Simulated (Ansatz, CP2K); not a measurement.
This is a calculation of SnSe for CP2K 2026.2. 

Contents of snse_scf.inp:

```
&GLOBAL
  PROJECT snse_scf
  RUN_TYPE ENERGY_FORCE
  PRINT_LEVEL LOW
&END GLOBAL
&FORCE_EVAL
  METHOD QS
  STRESS_TENSOR ANALYTICAL
  &DFT
    BASIS_SET_FILE_NAME BASIS_MOLOPT_UZH
    POTENTIAL_FILE_NAME POTENTIAL_UZH
    &MGRID
      CUTOFF 450
      REL_CUTOFF 60
      NGRIDS 5
    &END MGRID
    &QS
      METHOD GPW
      EPS_DEFAULT 1.0E-10
    &END QS
    &KPOINTS
      SCHEME MONKHORST-PACK 3 6 6
      GAMMA_CENTERED T
      SYMMETRY T
      SYMMETRY_BACKEND SPGLIB
    &END KPOINTS
    &SCF
      SCF_GUESS ATOMIC
      EPS_SCF 1.0E-6
      MAX_SCF 100
      ADDED_MOS 22
      CHOLESKY OFF
      EPS_EIGVAL 1.0E-7
      &DIAGONALIZATION ON
        ALGORITHM STANDARD
      &END DIAGONALIZATION
      &MIXING ON
        METHOD BROYDEN_MIXING
        ALPHA 0.4
        BETA 1.5
        NBUFFER 8
      &END MIXING
      &SMEAR ON
        METHOD GAUSSIAN
        SIGMA [eV] 0.011
      &END SMEAR
    &END SCF
    &XC
      &XC_FUNCTIONAL
        &GGA_X_PBE
        &END GGA_X_PBE
        &GGA_C_PBE
        &END GGA_C_PBE
      &END XC_FUNCTIONAL
    &END XC
    &PRINT
      &KPOINTS ON
      &END KPOINTS
      &MULLIKEN ON
      &END MULLIKEN
      &MO ON
        ENERGIES T
        OCCUPATION_NUMBERS T
        &EACH
          QS_SCF 0
        &END EACH
        ADD_LAST NUMERIC
      &END MO
      &E_DENSITY_CUBE ON
        STRIDE 1
      &END E_DENSITY_CUBE
      &V_HARTREE_CUBE ON
        STRIDE 1
      &END V_HARTREE_CUBE
      &ELF_CUBE ON
        STRIDE 1
      &END ELF_CUBE
    &END PRINT
  &END DFT
  &SUBSYS
    &CELL
      A 11.4200000000 0.0000000000 0.0000000000
      B 0.0000000000 4.1900000000 0.0000000000
      C 0.0000000000 0.0000000000 4.4600000000
      PERIODIC XYZ
    &END CELL
    &COORD
      Sn  10.0153400000 3.1425000000 4.0541400000
      Sn  7.1146600000 1.0475000000 1.8241400000
      Sn  4.3053400000 3.1425000000 2.6358600000
      Sn  1.4046600000 1.0475000000 0.4058600000
      Se  7.3430600000 3.1425000000 4.3886400000
      Se  9.7869400000 1.0475000000 2.1586400000
      Se  1.6330600000 3.1425000000 2.3013600000
      Se  4.0769400000 1.0475000000 0.0713600000
    &END COORD
    &KIND Sn
      BASIS_SET TZVP-MOLOPT-PBE-GTH-q4
      POTENTIAL GTH-PBE-q4
    &END KIND
    &KIND Se
      BASIS_SET TZVP-MOLOPT-PBE-GTH-q6
      POTENTIAL GTH-PBE-q6
    &END KIND
    &PRINT
      &ATOMIC_COORDINATES ON
      &END ATOMIC_COORDINATES
      &CELL ON
      &END CELL
    &END PRINT
  &END SUBSYS
  &PRINT
    &FORCES ON
    &END FORCES
    &STRESS_TENSOR ON
    &END STRESS_TENSOR
  &END PRINT
&END FORCE_EVAL
```

Potentials or basis: POTENTIAL_UZH Sn GTH-PBE-q4, Se GTH-PBE-q6; TZVP-MOLOPT-PBE-GTH basis.

Run with:

```bash
$ OMP_NUM_THREADS=1 cp2k.psmp -i snse_scf.inp -o snse_scf.out
```

**Question.** What does the same run look like in Ansatz 0.2.0? Potentials or basis there: Ansatz PAW, cutoff 420 eV.

**Answer.** As run (cutoffs and basis follow the program's own potentials, and thresholds, step limits or extra output files can differ):

Contents of input.yaml:

```yaml
crystal:
  lattice:
    - [11.42, 0.0, 0.0]
    - [0.0, 4.19, 0.0]
    - [0.0, 0.0, 4.46]
  atoms:
    - { symbol: Sn, position: [0.877, 0.75, 0.909] }
    - { symbol: Sn, position: [0.623, 0.25, 0.409] }
    - { symbol: Sn, position: [0.377, 0.75, 0.591] }
    - { symbol: Sn, position: [0.123, 0.25, 0.091] }
    - { symbol: Se, position: [0.643, 0.75, 0.984] }
    - { symbol: Se, position: [0.857, 0.25, 0.484] }
    - { symbol: Se, position: [0.143, 0.75, 0.516] }
    - { symbol: Se, position: [0.357, 0.25, 0.016] }
hamiltonian:
  xc: pbe
  pseudopotentials: { kind: paw }
kpoints:
  mp_grid: { grid: [3, 6, 6] }
scf:
  occupations: { method: gaussian, width: 0.011 }
output:
  forces: true
  stress: true
  eigenvalues: true
```

Potentials or basis: Ansatz PAW.

The run is started by

```bash
$ ansatz run input.yaml --threads 4 --pin off --max-ram 11264MiB --backend cpu --events-out ev --progress --plain --runs-dir out
```

Both were run:

|  | CP2K | Ansatz |
| --- | --- | --- |
| Pressure | 3.4 GPa | 2.4 GPa |
| Largest force | 0.385 eV/Å | 0.311 eV/Å |

Ansatz's pressure holds a Pulay term of +0.03 GPa for its cutoff of 420 eV, which the other run lacks.

The potentials hold 40 and 120 valence electrons a cell.

Where Ansatz's input types no cutoff or centring, it takes its own default and a Γ-centred mesh.

Pressure is positive in compression.
